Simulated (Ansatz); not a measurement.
# Ga2STe monolayer in a perpendicular field, part 2 of 2

Aim: how the Ga2STe monolayer screens a field along its normal, and what the field does to its bands. A positive field points along +c.

Ansatz 0.2.0; plane-wave DFT, PBE-D3(BJ), Ansatz PAW (set soft_1); PAW set soft_1.

So far. Step 2 (Relaxing the slab): The lattice constant a goes from 3.845 to 3.849 Å.

## Step 3: Single point, field 0

A sawtooth potential applies the field, turning back in the middle of the vacuum. With the dipole correction the typed value is the field outside the slab. The induced dipole is small, so the SCF threshold is tight.

The cell differs from the one that the last finished run ended in (c 39.951 → 22.800 Å).

Contents of input.yaml:

```yaml
crystal:
  lattice:
    - [3.8488539047, 0.0, 0.0]
    - [-1.9244269524, 3.3332052569, 0.0]
    - [0.0, 0.0, 22.7998301948]
  atoms:
    - { symbol: Te, position: [0.3333333333, 0.6666666667, 0.394739782] }
    - { symbol: Ga, position: [0.0, 0.0, 0.4555210952] }
    - { symbol: Ga, position: [0.0, 0.0, 0.5627448121] }
    - { symbol: S, position: [0.3333333333, 0.6666666667, 0.605260218] }
kpoints:
  mp_grid: { grid: [12, 12, 1] }
  band_path:
    path: [[0, 0, 0], [0.5, 0, 0], [0.33333333, 0.33333333, 0], [0, 0, 0]]
    npoints: 16
hamiltonian:
  xc: pbe
  dispersion: d3bj
  pseudopotentials: { kind: paw, azcp: { folder: soft_1 } }
scf:
  occupations: { method: fermi_dirac, width: 0.02585 }
  convergence: { dr2_threshold: 1.0e-10 }
efield:
  axis: 3
  dipole_correction: true
  ramp_position: 0.97
  ramp_width: 0.06
  amplitude: 0
output:
  dos: { projected: true, e_range: [-6, 5] }
  write_potential: true
  write_density: true
  volumetric_format: npy
  elf: true
```

Launch:

```
ansatz run input.yaml --threads 2 --pin off --max-ram 3072MiB --backend cpu --events-out ev --progress --plain --runs-dir out
```

Numbers of over 12 decimals in the logs are rounded to 6 here.

The log of the run:

```text
[...]
Crystal: 4 atoms, lattice volume = 292.499 Å³
Basis set: ecut = 420 eV, 5717 PW (Γ)
Bands: 29, of which v1, the nominal top of the filled ones, is band 24 counted from 1 (23 counted from 0)
Symmetry: 6 space group operations
[...]
k-points: 19 of 144 (time reversal used)
[...]
SCF iter   1: F=—  HF=-15451.127789 eV  |F-HF|=—  |Δ(HF+E_count)|=         —  Δρ=2.10e-2  dr2=1.52e0  ethr=3.10e-3  p=-0.000 e·Å  D=-2.46e-6 V/Å  ΔV_dip=0.00 eV  dr2_dipole=6.02e-2  V_vac-E_F(+/−)=5.24/5.24 eV  ⟨swp⟩=10.1  Hψ=3135  notcnv=0
efield: sawtooth ramp at fractional position 0.9700 (set: `efield.ramp_position`, or a place that a band, a saddle search or an elastic batch's reference lends), width 0.0600; the density the first Hamiltonian is built on has a dipole p = -0.000 e·Å; the dipole correction subtracts the counter field D = -2.46e-6 V/Å, which shifts the + side's vacuum level by +0.00 eV against the − side's; the planar-averaged density in the ramp window peaks in size at 4.9e-6 e/Å³
[...]
SCF iter   2: F=—  HF=-15450.892532 eV  |F-HF|=—  |Δ(HF+E_count)|=   2.35e-1  Δρ=1.18e-2  dr2=7.28e-1  ethr=3.10e-3  p=-0.118 e·Å  D=-7.31e-2 V/Å  ΔV_dip=1.67 eV  dr2_dipole=1.83e-1  V_vac-E_F(+/−)=5.88/4.21 eV  ⟨swp⟩=3.2  Hψ=988  notcnv=0  defer=17
[...]
SCF iter  15: F=-15450.813264 eV  HF=-15450.813264 eV  |F-HF|=1.82e-11  |Δ(HF+E_count)|=  1.35e-10  Δρ=7.21e-8  dr2=3.61e-11  ethr=1.00e-12  p=-0.042 e·Å  D=-2.63e-2 V/Å  ΔV_dip=0.60 eV  dr2_dipole=8.14e-12  V_vac-E_F(+/−)=4.88/4.28 eV  ⟨swp⟩=9.7  Hψ=1555  notcnv=0
SCF 1 converged in 15 iterations: F = -15450.813264 eV  dr2 = 3.61e-11
[...]
NSCF: frozen V_eff on 49 k-points
efield: sawtooth ramp at fractional position 0.9700 (kept from the solve that this one continues, or follows in the run), width 0.0600; the density the first Hamiltonian is built on has a dipole p = -0.042 e·Å; the dipole correction subtracts the counter field D = -2.63e-2 V/Å, which shifts the + side's vacuum level by +0.60 eV against the − side's; the planar-averaged density in the ramp window peaks in size at 5.0e-6 e/Å³
[...]
SCF converged after 15 iterations
Free energy (F): -15450.813264 eV
[...]
Internal energy: -15450.813264 eV  (E = F + TS)
E sigma→0 (E₀):  -15450.813264 eV
Fermi energy:    -0.367965 eV
Dipole field:    D = -0.026280 V/Å  (p = -0.042481 e·Å, saw-weighted, corrected)
Work function:   Φ+ = 4.8829 eV   Φ− = 4.2838 eV
Levels:          The Fermi level and band energies are counted from a zero that moves with the ramp; work functions are not
[...]
--- Band table (eV; the first three rows and the last of 19) ---
  k-point 0: bands = [... 20 lower, -3.0122, -1.7071, -0.8229, -0.8229, 0.0689, 2.1437, 2.9046, 2.9046, ... 1 higher]
  k-point 1: bands = [... 20 lower, -3.0957, -1.6948, -1.4478, -0.9838, 0.4292, 2.4050, 2.7986, 3.0504, ... 1 higher]
  k-point 2: bands = [... 20 lower, -3.3079, -2.7288, -1.5654, -1.3599, 0.9710, 1.8732, 3.1704, 3.3602, ... 1 higher]
  k-point 18: bands = [... 20 lower, -4.6981, -3.5581, -3.0714, -2.7105, 0.9618, 1.5381, 3.2467, 3.8561, ... 1 higher]
```

It took 18 s on 2 threads of Arm Neoverse V2, shared host; peak memory 0.59 GiB.

Numbers from this step:

```
dipole along the normal            : -0.04248 e·Å
gap along the path                 : 0.8917 eV
smallest direct gap along the path : 0.8917 eV
step between the vacuum levels     : 0.5992 eV
ionisation energy, upper face      : 5.338 eV
electron affinity, upper face      : 4.446 eV
ionisation energy, lower face      : 4.739 eV
gap, the smaller of path and mesh  : 0.8917 eV
```

Running mean over a fixed 2.7 Å (it still follows the layers) of the planar mean; the ramp of the sawtooth is left out. The electron's electrostatic potential energy less the Fermi level by z:

z (Å), electron's electrostatic potential energy less the Fermi level (eV) and a bar from the least value:
```
      3.0       4.28 ############################
      3.5       4.28 ############################
      4.0       4.28 ############################
      4.5       4.28 ############################
      5.0       4.28 ############################
      5.5       4.26 ############################
      6.0       4.21 ############################
      6.5       3.98 ###########################
      7.0       3.06 ########################
      7.5       1.28 #################
      8.0      -0.60 ###########
      8.5      -2.64 ###
      9.0      -3.52 
      9.5      -3.63 
     10.0      -2.85 ###
     10.5      -1.54 #######
     11.0      -0.23 ############
     11.5       0.57 ###############
     12.0      -0.09 ############
     12.5      -1.51 #######
     13.0      -2.59 ####
     13.5      -2.49 ####
     14.0      -1.72 #######
     14.5      -0.79 ##########
     15.0       1.33 #################
     15.5       3.43 #########################
     16.0       4.54 #############################
     16.5       4.81 ##############################
     17.0       4.87 ##############################
     17.5       4.88 ##############################
     18.0       4.88 ##############################
     18.5       4.88 ##############################
     19.0       4.88 ##############################
     19.5       4.88 ##############################
```

The density of states has structure finer than the step of the table below, so its rows give means over 0.2 eV, whole bins alone (the curve runs from -6 to 2.41 eV). Peaks (eV: height): -4.21: 5.01, -3.77: 4.34, -3.02: 7.92, -2.58: 5.95, -2.33: 10.8, 1.44: 5.08, 1.91: 4.48.

Table of density of states by energy, zero at the Fermi level of the run, which the smearing sets inside the gap; means over each step:

energy (eV), density of states (states/eV a cell) and a bar:
```
     -5.8        0.6 ####
     -5.6        0.6 ####
     -5.4        0.5 ###
     -5.2        0.5 ###
     -5.0        0.9 ######
     -4.8        1.1 #######
     -4.6        1.2 ########
     -4.4        1.9 ############
     -4.2        4.0 #########################
     -4.0        2.3 ###############
     -3.8        3.8 ########################
     -3.6        2.8 ##################
     -3.4        2.8 #################
     -3.2        2.1 #############
     -3.0        4.8 ##############################
     -2.8        2.8 ##################
     -2.6        3.3 ####################
     -2.4        3.3 #####################
     -2.2        3.1 ####################
     -2.0        2.3 ###############
     -1.8        2.0 ############
     -1.6        1.8 ###########
     -1.4        2.1 #############
     -1.2        1.7 ###########
     -1.0        0.8 #####
     -0.8        0.4 ###
     -0.6        0.3 ##
     -0.4        0.0 
     -0.2        0.0 
      0.0        0.0 
      0.2        0.0 
      0.4        0.0 
      0.6        0.1 #
      0.8        0.9 ######
      1.0        1.3 ########
      1.2        1.5 ##########
      1.4        3.5 ######################
      1.6        2.8 ##################
      1.8        2.6 #################
      2.0        3.6 ######################
      2.2        2.2 ##############
```

Projected DOS per atom over height of the atomic layer and energy from the Fermi level. Layers: Te Ga Ga S from below.

Ten even steps from '_' (0.00 states/eV) to '@' (1.75 states/eV), each cell a mean:
```
::--::..
==++==::
--==++--
....--::
____..__
________
________
________
..______
==..__--
++::..::
##--....
@@--..::
**::..%%
**::..@@
::..::@@
==::::%%
==----**
____..--
____....
________
....____
```
Columns: height of the atomic layer (Å) from 9 to 13.8 (not evenly spaced); rows upwards: energy from the Fermi level (eV) from -5.96 to 2.41.

The electronic bands at the labelled points (eV, zero at the Fermi level of the run, which the smearing sets inside the gap):

```tsv
point	band 21	band 22	band 23	band 24	band 25	band 26	band 27	band 28
Γ	-2.64	-1.34	-0.45	-0.45	0.44	2.51	3.27	3.27
halfway	-3.20	-3.09	-1.41	-1.34	1.33	1.84	3.55	3.97
M	-3.64	-2.75	-2.39	-2.07	0.68	1.39	2.84	3.42
halfway	-3.77	-3.28	-2.55	-2.37	1.30	2.03	3.10	3.72
K	-4.33	-3.19	-2.70	-2.34	1.33	1.91	3.61	4.22
halfway	-3.68	-3.01	-2.32	-1.38	1.97	2.27	3.20	3.76
Γ	-2.64	-1.34	-0.45	-0.45	0.44	2.51	3.27	3.27
```

ELF in the ca plane at fractional y = 0.667, with atoms of Te and S within 0.2 Å of it. It is the smooth field of the valence electrons, not physical close to the nuclei.

Ten even steps from '0' (0.00) to '9' (0.93), each cell a mean:
```
00000000000000001123344323343322232110000000
00000000000000000001123223454322211000000000
00000000000000001234444333343222333210000000
00000000000000135776666643211235777764210000
00000000000001468865345652100257888987531000
00000000000013578752013552000268725999742000
00000000000013588741002452000368502899752000
00000000000012578852113552000268746998742000
00000000000001367875445652100247888987521000
00000000000000135676666543222234677653200000
```
Columns run along c (16.0 Å, from fractional 0.07 to 0.78 of the cell), rows up along a (3.8 Å). Atoms in or near the plane, at fractional coordinates: Te at (0.39, 0.33), S at (0.61, 0.33).

Valence density in the ca plane at fractional y = 0.667, with atoms of Te and S within 0.2 Å of it. It is the smooth field of the valence electrons, not physical close to the nuclei.

Values in units of 1e0 e/Å³, 6 rows by 16 columns, each cell a mean:
```
0.0 0.0 0.0 0.0 0.0 0.0 0.0 0.1 0.2 0.1 0.1 0.2 0.1 0.0 0.0 0.0
0.0 0.0 0.0 0.0 0.0 0.0 0.1 0.2 0.2 0.1 0.1 0.2 0.1 0.0 0.0 0.0
0.0 0.0 0.0 0.0 0.0 0.0 0.3 1.1 0.4 0.1 0.1 0.4 0.6 0.1 0.0 0.0
0.0 0.0 0.0 0.0 0.0 0.0 1.0 9.9 0.9 0.1 0.1 0.7 0.8 0.3 0.0 0.0
0.0 0.0 0.0 0.0 0.0 0.0 0.7 6.7 0.7 0.1 0.1 0.6 0.9 0.3 0.0 0.0
0.0 0.0 0.0 0.0 0.0 0.0 0.2 0.6 0.3 0.1 0.1 0.3 0.4 0.1 0.0 0.0
```
Columns run along c (16.0 Å, from fractional 0.07 to 0.78 of the cell), rows up along a (3.8 Å). Atoms in or near the plane, at fractional coordinates: Te at (0.39, 0.33), S at (0.61, 0.33).

Electrostatic potential energy in the ca plane at fractional y = 0.667, with atoms of Te and S within 0.2 Å of it. With pseudopotentials it is smooth inside the atoms' cores, unlike the true potential.

Ten even steps from '0' (-34 eV) to '9' (4 eV), each cell a mean:
```
99999999999999999999988878899877889999999999
99999999999999999999998778898877889999999999
99999999999999999999888888899888889999999999
99999999999999999987667888999988888999999999
99999999999999999851004789999998523689999999
99999999999999999713750589999986000279999999
99999999999999999616980589999984000179999999
99999999999999999722630689999986000279999999
99999999999999999862015789999998634799999999
99999999999999999987778888999988888999999999
```
Columns run along c (16.0 Å, from fractional 0.07 to 0.78 of the cell; values clipped at the 3rd and 97th percentile), rows up along a (3.8 Å). Atoms in or near the plane, at fractional coordinates: Te at (0.39, 0.33), S at (0.61, 0.33).

The gap is 0.89 eV, with the valence edge 5.34 eV and the conduction edge 4.45 eV under the upper vacuum level. Spin-orbit coupling, left out in this run, matters for the bands of elements this heavy.

## Step 4: Single point, field 0.1 V/Å

input.yaml, as its differences from that of step 3:

```diff
@@ -25,7 +25,6 @@
   dipole_correction: true
-  ramp_position: 0.97
-  ramp_width: 0.06
-  amplitude: 0
+  ramp_position: 0.9452
+  ramp_width: 0.0952
+  amplitude: 0.1
 output:
-  dos: { projected: true, e_range: [-6, 5] }
   write_potential: true
@@ -33,2 +32 @@
   volumetric_format: npy
-  elf: true
```

The log of the run:

```text
[...]
Crystal: 4 atoms, lattice volume = 292.499 Å³
Basis set: ecut = 420 eV, 5717 PW (Γ)
Bands: 29, of which v1, the nominal top of the filled ones, is band 24 counted from 1 (23 counted from 0)
Symmetry: 6 space group operations
[...]
k-points: 19 of 144 (time reversal used)
[...]
k-point 0: bands = [... 20 lower, -2.9925, -1.6972, -0.8360, -0.8360, 0.0765, 2.1258, 2.9095, 2.9095, ... 1 higher]
  k-point 1: bands = [... 20 lower, -3.0761, -1.6982, -1.4510, -0.9968, 0.4389, 2.3952, 2.7796, 3.0554, ... 1 higher]
  k-point 2: bands = [... 20 lower, -3.2884, -2.7439, -1.5601, -1.3728, 0.9825, 1.8661, 3.1668, 3.3644, ... 1 higher]
  k-point 18: bands = [... 20 lower, -4.7089, -3.5433, -3.0693, -2.7186, 0.9582, 1.5364, 3.2445, 3.8568, ... 1 higher]
[key lines of the parts left out:]
SCF converged after 15 iterations
Free energy (F): -15450.811455 eV
Fermi energy:    -0.370704 eV
Dipole field:    D = 0.003889 V/Å  (p = 0.006287 e·Å, saw-weighted, corrected)
```

Run time: 17 s. Hardware: 2 threads; peak memory 0.53 GiB.

The dipole is 0.00629 e·Å, 0.0488 e·Å from its value without field, and the gap 0.913 eV.

## Step 5: Atoms held, field -0.1 V/Å

input.yaml, as its differences from that of step 4:

```diff
@@ -27,3 +27,3 @@
   ramp_width: 0.0952
-  amplitude: 0.1
+  amplitude: -0.1
 output:
```

The log of the run:

```text
[...]
Crystal: 4 atoms, lattice volume = 292.499 Å³
Basis set: ecut = 420 eV, 5717 PW (Γ)
Bands: 29, of which v1, the nominal top of the filled ones, is band 24 counted from 1 (23 counted from 0)
Symmetry: 6 space group operations
[...]
k-points: 19 of 144 (time reversal used)
[...]
k-point 0: bands = [... 20 lower, -3.0242, -1.7098, -0.8021, -0.8021, 0.0686, 2.1671, 2.9071, 2.9071, ... 1 higher]
  k-point 1: bands = [... 20 lower, -3.1077, -1.6850, -1.4360, -0.9631, 0.4268, 2.4198, 2.8174, 3.0529, ... 1 higher]
  k-point 2: bands = [... 20 lower, -3.3198, -2.7060, -1.5631, -1.3394, 0.9666, 1.8868, 3.1736, 3.3635, ... 1 higher]
  k-point 18: bands = [... 20 lower, -4.6796, -3.5660, -3.0658, -2.6939, 0.9728, 1.5472, 3.2560, 3.8625, ... 1 higher]
[key lines of the parts left out:]
SCF converged after 15 iterations
Free energy (F): -15450.819948 eV
Fermi energy:    -0.357718 eV
Dipole field:    D = -0.056425 V/Å  (p = -0.091208 e·Å, saw-weighted, corrected)
```

The job ended after 17 s (2 threads; peak memory 0.53 GiB).

The dipole is -0.0912 e·Å, -0.0487 e·Å from its value without field, and the gap 0.871 eV.

## Step 6: Response, atoms held

This step: plane-wave DFT, PBE-D3(BJ), Ansatz PAW (set soft_1); response to a field along the normal, atoms held; PAW set soft_1 (Ansatz 0.2.0).

The dipoles give the slope, and the difference of two potentials shows where the field is screened.

Numbers from this step:

```
equivalent conductor thickness p/(ε₀AE) : 6.876 Å
distance between the outer atoms        : 4.800 Å
```

Table of dipole of the cell by applied field:

```tsv
applied field (V/Å)	dipole of the cell (e·Å)
-0.1000	-0.0912
0.0000	-0.0425
0.1000	0.00629
```

Local field over the applied field, running mean. From the potentials at -0.1 and 0.1 V/Å; running mean over 2.5 Å. Table of local field over applied field by z:

```tsv
z (Å)	local field over applied field
4.5	0.997
5.0	0.991
5.5	0.976
6.0	0.940
6.5	0.861
7.0	0.727
7.5	0.557
8.0	0.378
8.5	0.211
9.0	0.0898
9.5	0.0447
10.0	0.0451
10.5	0.0575
11.0	0.0831
11.5	0.107
12.0	0.0978
12.5	0.0834
13.0	0.0953
13.5	0.142
14.0	0.244
14.5	0.403
15.0	0.579
15.5	0.745
16.0	0.875
16.5	0.949
17.0	0.981
17.5	0.994
18.0	0.998
18.5	0.999
```

Electrons, planar mean, per unit field. Table of induced electron density by z:

```tsv
z (Å)	induced electron density (e/Å³ per V/Å)
4.5	1.4e-5
5.0	4.0e-5
5.5	1.1e-4
6.0	3.0e-4
6.5	7.4e-4
7.0	0.00168
7.5	0.00305
8.0	0.00315
8.5	0.00116
9.0	9.0e-4
9.5	2.3e-4
10.0	-6.5e-4
10.5	-0.00129
11.0	4.1e-4
11.5	2.1e-4
12.0	-5.6e-4
12.5	5.9e-4
13.0	6.4e-4
13.5	-8.1e-4
14.0	-0.00131
14.5	-0.00302
15.0	-0.00306
15.5	-0.00161
16.0	-6.6e-4
16.5	-2.4e-4
17.0	-8.5e-5
17.5	-2.8e-5
18.0	-8.8e-6
18.5	-2.7e-6
```

The smaller of the gaps on the path and on the k-mesh, counted as 0 under 0.03 eV. Table of gap by applied field:

```tsv
applied field (V/Å)	gap (eV)
-0.1000	0.871
0.0000	0.892
0.1000	0.912
```

By hand: between -0.1 and 0.1 V/Å the dipole changes by 0.09749 e·Å, a slope of 0.4875 e·Å²/V. A perfect conductor of thickness t has p = ε₀AEt, so t = 180.95 × 0.4875 / 12.829 = 6.88 Å (e/ε₀ = 180.95 V·Å, A in Å²).

The induced dipole is that of a conductor 6.88 Å thick.

## Step 7: Outcome

- gap without field: 0.892 eV
- ionisation energy, upper face: 5.34 eV
- electron affinity, upper face: 4.45 eV
- step between the vacuum levels: 0.599 eV
- equivalent conductor thickness, atoms held: 6.88 Å

In words: The induced dipole equals that of a perfect conductor 6.88 Å thick, while the outer atoms lie 4.80 Å apart; an out-of-plane ε follows only once a thickness t is chosen, by 1 − 1/ε = 6.88 Å / t. The two faces differ: the vacuum level above lies 0.60 eV higher than the one below. The gap goes from 0.89 eV to 0.87 eV at -0.1 V/Å. Semilocal functionals give gaps that are too small, and excitons are not included. Spin-orbit coupling is left out, which matters for the bands of elements this heavy.

[Logs are printed without paths, hosts, clocks, repeated set-up lines and the standing remarks that a program may print on its own settings, such as how far it seeks lower states.]

[Hosts, paths, dates, database ids (printed as entryN), source tags and the programs' standing remarks are cut or masked in the printed files.]

[Maps of the electrostatic potential energy from Ansatz leave out the sawtooth potential of an applied field or a dipole correction, so their vacuum need not be flat; planar profiles and work functions include it.]

[The density of states shown here was stored with 400 of the rows of the run's finer table, so its peaks can read low, often by over a quarter, or be missed, and its means over a window can be off by a tenth or more.]
